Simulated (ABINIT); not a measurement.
Set up this calculation in ABINIT 10.8.3 (patched build), as the native input.

```yaml
Task: band structure
Functional: LDA
Potentials_or_basis: JTH PAW PBE v2.0
Cutoff: 626 eV
k_mesh: 10 × 10 × 9
Occupations: fermi-dirac, width 0.05 eV
Spin: no spin polarisation
Fine-grid_cutoff: 1224.51 eV
```

Crystal: WC (Qusongite).

```
W C
1.0
     2.90650    0.00000    0.00000
    -1.45325    2.51710    0.00000
     0.00000    0.00000    2.83660
W C
1 1
Cartesian
  0.0000 0.0000 0.0000
  1.4533 0.8390 1.4183
```

One way to write it, as run:

run.abi

```
# Datasets: ground state, then fixed potential
ndtset 2

# Pseudopotentials
pp_dirpath "./"
pseudos "W.GGA_PBE-JTH.xml, C.GGA_PBE-JTH.xml"

# Structure
acell 5.4924889812 5.4924889812 5.3603971251
rprim
     1.0000000000     0.0000000000     0.0000000000
    -0.5000000000     0.8660254038     0.0000000000
     0.0000000000     0.0000000000     1.0000000000
ntypat 2
znucl 74 6
natom 2
typat 1 2
xred
     0.0000000000     0.0000000000     0.0000000000
     0.6666666667     0.3333333333     0.5000000000

# Plane-wave basis
ecut 23.0
pawecutdg 45.0

# Exchange and correlation
ixc 7

# Bands and occupations
occopt 3
tsmear 0.00183747

# SCF cycle
nstep 100

# Output
iomode 3
prtwf 0
prteig 0
prtebands 0
enunit 1
prtden1 1
prtvha1 1
prtvclmb1 1
prtpot1 1

# Dataset 1
kptopt1 1
ngkpt1 10 10 9
nshiftk1 1
shiftk1 0.0 0.0 0.0
nband1 13
tolvrs1 1.0e-9

# Dataset 2: bands along G-M-K-G-A-L-H-A
iscf2 -2
getden2 1
nband2 19
nbdbuf2 4
tolwfr2 1.0e-11
kptopt2 -7
ndivsm2 8
prteig2 1
kptbounds2
     0.0000000000     0.0000000000     0.0000000000
     0.5000000000     0.0000000000     0.0000000000
     0.3333333333     0.3333333333     0.0000000000
     0.0000000000     0.0000000000     0.0000000000
     0.0000000000     0.0000000000     0.5000000000
     0.5000000000     0.0000000000     0.5000000000
     0.3333333333     0.3333333333     0.5000000000
     0.0000000000     0.0000000000     0.5000000000
```

Potentials or basis: JTH PAW PBE v2.0.

The run is started by

```console
$ abinit run.abi > log 2>&1
```

Results of the run:

* Pressure: -8.9 GPa
* Band gap on the k mesh: none (metal or under the smearing width)
* Valence electrons inside the program's atomic spheres: W 11.91; C 2.46

Caveat: the PAW data sets were made with another functional, which shifts forces and pressure a little; spin-orbit coupling is left out, which moves the levels of the heavy elements.

Wall time 29 s on 1 thread of Arm Neoverse V2, with other jobs on the host, peak memory 0.11 GiB.
